Q: I have the levels of cubic BaZrO₃ at seven points of one mesh, with two rows blanked out. Can I work out those two from the other five?

ABINIT 10.8.3, r2SCAN with JTH PAW PBE v2.0 datasets, for cubic BaZrO₃ (Pm-3m, 5 atoms, cell edge 4.191 Å), without spin polarisation or spin–orbit coupling. The k mesh is 5×5×5 and the plane-wave cutoff 761.919 eV. Levels are numbered outwards from the gap, and their energies are counted from the valence top on the mesh.

```
point a (reciprocal cell vector)  point b (reciprocal cell vector)  point c (reciprocal cell vector)  level under 4 (eV)  level under 3 (eV)  level under 2 (eV)  level under 1 (eV)  level over 1 (eV)  level over 2 (eV)
                          0.0000                            0.0000                            0.0000              -0.906              -0.130              -0.130              -0.130              3.820              3.820
                          0.4000                            0.0000                            0.0000              -1.570              -1.517              -0.354              -0.354              4.207              6.059
                          0.2000                            0.2000                            0.0000              -1.140              -0.887              -0.500              -0.386              4.719              4.774
                          0.4000                            0.4000                            0.0000              -1.027              -0.852              -0.672              -0.067              6.098              6.119
                          0.2000                            0.2000                            0.2000              -1.482              -0.638              -0.638              -0.581              5.132              5.132
                          0.4000                            0.2000                            0.2000                   ?                   ?                   ?                   ?                  ?                  ?
                          0.4000                            0.4000                            0.4000                   ?                   ?                   ?                   ?                  ?                  ?
```

A: Try the two levels beside the gap: level under 1, the highest filled one, and level over 1, the lowest empty one. Points a, b and c are the components of the wavevector k in reciprocal cell vectors. (0,0,0) is called Γ, and R is the zone corner (½,½,½). What do you notice first?

Q: The energy zero is the valence top, yet no readable row reaches it. The closest is (0.4,0.4,0), at -0.07 eV. The lowest empty level is easier to find, since it sits at Γ.

A: Then start with the filled side. These states are mostly oxygen 2p, and the empty ones near the edge are mostly zirconium 4d. That is standard chemistry for an oxide with Zr⁴⁺ and O²⁻; the table lists energies only.

Q: If they are all oxygen 2p, why should their energy depend on k?

A: Because k sets the phase between neighbouring cells, and so decides whether the overlaps between orbitals add up or cancel. Take one plane of Zr and O atoms. An oxygen p orbital pointing sideways to its Zr–O bond can mix with a d orbital in that plane, and the mixing pushes the filled level down. One combination of p orbitals on the two kinds of bond escapes, because its two contributions to the d orbital cancel. It is left with the overlap between neighbouring oxygens, which is antibonding and raises it.

Q: How does that become a number?

A: Write s = sin²(πk) for each component of k. To cancel on the d orbital, the amplitude on each kind of bond must follow sin(πk) for the other direction. The oxygen–oxygen coupling itself goes as the product of the two sines. Multiply these together, divide by the sum of the squared amplitudes, and the rise is proportional to

h = 2 s₁ s₂ / (s₁ + s₂)

with s₁ and s₂ the two largest values. If either is zero, h vanishes, so this state climbs only when two components of k are large.

Q: Where does the line start, and how steep is it?

A: I start it from the fourth filled level at Γ, -0.906 eV, and run it through the top level at (0.2,0.2,0.2), -0.581 eV. There h is 0.35, so the slope is 0.94 eV per unit of h. That both levels belong to this oxygen state is my assignment. It is supported by (0.4,0.4,0), which had no part in setting the line and is met within about 0.01 eV.

Q: But at (0.2,0.2,0) the line is 0.2 eV too low. And at Γ the top level is far above your starting point.

A: At Γ and at (0.4,0,0) a different oxygen state lies on top, so the line doesn't describe the highest level there. At (0.4,0,0) it fails for the lower levels too: it would leave its state at -0.906 eV, but that row has no filled level between -1.517 and -0.354 eV. So I use the line only where two components are sizeable. At (0.2,0.2,0) the top level may also be another oxygen state, or this one raised by mixing that the simple picture leaves out. I take that miss of 0.2 eV as the error bar. Now do (0.4,0.2,0.2) yourself.

Q: The two largest s are 0.90 and 0.35.

h = 2 × 0.90 × 0.35 / (0.90 + 0.35) = 0.50
E = -0.906 eV + 0.94 eV × 0.50 = -0.44 eV

For (0.4,0.4,0.4) the same line gives -0.06 eV.

A: There I would shift the forecast to zero. Cubic BaZrO₃ is known to have its valence maximum at R, and this is the mesh point nearest to R. Some mesh point must carry the zero. It needn't be one of the seven listed here, but this is the best candidate.

Q: Does the empty side follow the same rule?

A: No. The lowest empty level also rises away from Γ, but here it is the mixing between d and p orbitals that lifts it. At Γ the oxygen p orbitals on opposite sides of a Zr atom have the same phase, while the d orbital changes sign between them. Their overlaps cancel and the d level stays low. A component of k lying in the plane of the d orbital spoils the cancellation, and the mixing then pushes the empty level up. There are three such d orbitals, one for each plane, and the lowest is the one whose plane avoids the largest component.

Q: So the lowest empty level stays low as long as two components are small. That would explain why it rises by only 0.4 eV from Γ to (0.4,0,0), but by 2.3 eV to (0.4,0.4,0).

A: Yes. Let x be the height above the empty level at Γ, and u the sum of the two smallest s. Two levels that repel each other obey

x (x + D) = W u

D is the distance at Γ from that empty level down to the oxygen level at -0.906 eV, and W is the strength of the mixing. I set W at (0.2,0.2,0.2) alone. The curve is crude: at (0.4,0.4,0) it comes out 0.65 eV too low.

Q: For (0.4,0.2,0.2), u is the same as at (0.2,0.2,0.2), so the curve repeats 5.13 eV.

A: It ignores the large component altogether, and the row (0.4,0,0) shows that this one also lifts the level a little. But the lift nearly vanishes once a large component also lies in the plane of the d orbital. Level over 2 at (0.4,0,0), which I read as a d state with a large component in its plane and none sideways, is at 6.059 eV. The lowest empty level at (0.4,0.4,0) has both and is at 6.098 eV. The point (0.4,0.2,0.2) lies between these cases, so I add half of the lift. For (0.4,0.4,0.4) I keep the curve's own value, with a wide range because of that earlier miss. These are the forecasts:

(0.4,0.2,0.2), highest filled: -0.44 eV, range -0.64 to -0.24 eV.
(0.4,0.2,0.2), lowest empty: 5.33 eV, range 5.0 to 5.7 eV.
(0.4,0.4,0.4), highest filled: 0.00 eV, range -0.10 to 0 eV.
(0.4,0.4,0.4), lowest empty: 6.6 eV, range 5.6 to 7.6 eV.

Q: Can we also say which levels should coincide?

A: At (0.4,0.2,0.2) symmetry requires no equal levels. At (0.4,0.4,0.4) I expect the two lowest empty levels to be an equal pair, as they are at (0.2,0.2,0.2). I also expect the three highest filled levels to lie within 0.1 eV, two of them equal, because they merge into one threefold level at R.

The withheld rows as computed:

```
point a (reciprocal cell vector)  point b (reciprocal cell vector)  point c (reciprocal cell vector)  level under 4 (eV)  level under 3 (eV)  level under 2 (eV)  level under 1 (eV)  level over 1 (eV)  level over 2 (eV)
                          0.4000                            0.2000                            0.2000              -1.527              -0.830              -0.590              -0.527              5.444              6.204
                          0.4000                            0.4000                            0.4000              -2.417              -0.117              -0.117               0.000              6.679              6.843
```

Q: All four energies fall inside their ranges, and the zero is where you put it.

A: The filled level at (0.4,0.2,0.2) is 0.09 eV lower than forecast. That is within the error bar, and the energies don't show its cause: at (0.2,0.2,0) the line misses in the other direction. The empty level at the same point is 0.12 eV higher than forecast, so some rise above the curve was right, but half of the sideways lift was too little. Whether the rest is sideways lift or an error of the curve itself isn't shown.

Q: And (0.4,0.4,0.4)? The lowest empty level is only 0.09 eV above your value.

A: That agreement is weaker than it looks. I forecast an equal pair, and the two lowest empty levels are 0.16 eV apart, so the lowest one is a single level. The curve was set on a pair and has landed near a state of another kind. Perhaps the single level and the pair formed by the three d orbitals have changed order, or a level with barium 5d character has come in below. I can't tell which from energies alone.

Q: The three highest filled levels also spread over 0.12 eV, a little more than the 0.1 eV you allowed.

A: Yes, that is a narrow miss. The mesh point is still some way from R, and the threefold level has split by more than I assumed. If all three belong to it, level under 2 must coincide with one of its neighbours, which you can check in the row.

Q: Does it matter to someone who grows this oxide as an insulating film where the filled top lies?

A: It matters when the gap is read from light absorption. Light changes k hardly at all, so without help from lattice vibrations it lifts an electron straight up. The cheapest such step on this mesh is at Γ and costs 3.95 eV. The smallest gap on the mesh runs from near R to Γ and is 3.82 eV, so a reading of the direct onset overstates it by 0.13 eV.

Q: Can I trust those energies for a real film?

A: Trust the finding that the smallest gap is indirect more than the size of either gap. Functionals of this kind usually give too small a gap, and the measured one is roughly 5 eV as I recall it. The run also combines r2SCAN with datasets made for PBE, and the effect of that mismatch wasn't tested. Spin–orbit coupling, left out here, would split the empty d levels at Γ, but both gaps end on the same lowest level and start from oxygen states, where this coupling is weak. Their difference should hardly feel it. The mesh also skips R itself, and that matters more for the difference. At R, h is 1, so the oxygen line climbs by another 0.09 eV or so. If the real filled top does the same, the difference grows from 0.13 eV to about 0.2 eV.

Q: So I should count components: two large ones bring the filled oxygen state up, and two small ones keep the empty d level down.

A: That is the rule, with Γ and (0.4,0,0) as clear exceptions on the filled side, where another oxygen state is on top. The output printed below gives both models at every point, beside the computed levels.

Output of the analysis:

```
models and computed levels in eV:
  row    a    b    c       h  oxygen line  top filled  sum of two smallest s  d curve  lowest empty
  0.0    0    0    0       0       -0.906       -0.13                      0     3.82          3.82
  0.4  0.4    0    0       0       -0.906      -0.354                      0     3.82         4.207
  0.2  0.2  0.2    0  0.3455       -0.581      -0.386                 0.3455    4.546         4.719
  0.4  0.4  0.4    0  0.9045     -0.05514      -0.067                 0.9045    5.451         6.098
  0.2  0.2  0.2  0.2  0.3455       -0.581      -0.581                  0.691    5.132         5.132
  0.4  0.4  0.2  0.2     0.5      -0.4357      -0.527                  0.691    5.132         5.444
  0.4  0.4  0.4  0.4  0.9045     -0.05514           0                  1.809    6.588         6.679
slope of oxygen line, eV per unit h: 0.9407
oxygen line less computed at (0.2,0.2,0), eV: -0.195
oxygen line less computed at (0.4,0.4,0), eV: 0.01186
d curve less computed at (0.2,0.2,0), eV: -0.1726
d curve less computed at (0.4,0.4,0), eV: -0.6468
sideways rise of lowest empty level from zone centre to (0.4,0,0), eV: 0.387
rise of lowest empty level from zone centre to (0.4,0.4,0), eV: 2.278
forecast of top filled level at (0.4,0.2,0.2), eV: -0.4357
forecast less computed, top filled at (0.4,0.2,0.2), eV: 0.09134
forecast of lowest empty level at (0.4,0.2,0.2), eV: 5.325
forecast less computed, lowest empty at (0.4,0.2,0.2), eV: -0.1185
forecast 0.00 less computed, top filled at (0.4,0.4,0.4), eV: 0
forecast of lowest empty level at (0.4,0.4,0.4), eV: 6.588
forecast less computed, lowest empty at (0.4,0.4,0.4), eV: -0.09136
spread of three highest filled levels at (0.4,0.4,0.4), eV: 0.117
splitting of two lowest empty levels at (0.4,0.4,0.4), eV: 0.164
splitting of two lowest empty levels at (0.4,0.2,0.2), eV: 0.76
direct gap at each point, eV: 0.0 3.95, 0.4 4.561, 0.2 5.105, 0.4 6.165, 0.2 5.713, 0.4 5.971, 0.4 6.679
```
